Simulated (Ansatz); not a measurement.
# ScAl (Pm-3m): electronic heat capacity and spin susceptibility from the density of states

Level of theory: DFT r2SCAN, scalar-relativistic, plane waves, PAW in Ansatz 0.2.0.

Settings: cutoff 500 eV, Γ-centred mesh 12×12×12 on the computed 2-atom cell, Gaussian smearing of 0.10 eV; no spin polarisation.

Relaxed cell: Pm-3m, a = 3.369 Å, b = 3.369 Å, c = 3.369 Å, α = 90.00°, β = 90.00°, γ = 90.00°, 2 atoms in the primitive cell. Whether it is the stable form of this composition wasn't checked.

The density of states at the Fermi level is 0.711 states/eV in the cell of 2 atoms (1 formula unit; both spins, tetrahedra on a 18×18×18 mesh).

Problem. What Sommerfeld coefficient and Pauli susceptibility does this give?

Solution. Per formula unit N(E_F) = 0.711 states/eV. γ = (π²/3) k_B² N(E_F) N_A = 2.357 mJ/(mol K²) per state/eV, so γ = 1.7 mJ/(mol K²), a mole of formula units. χ_P = μ_B² N(E_F) N_A = 3.23×10⁻⁵ emu/mol per state/eV gives 2.3×10⁻⁵ emu/mol. This is the bare band result: a measured γ of the same phase is as a rule larger by a factor 1 + λ from phonons and spin fluctuations, the spin part of χ is larger by the Stoner factor, and a measured χ also holds orbital and core terms. N(E_F) at one energy is sensitive to the mesh where the density of states has sharp peaks.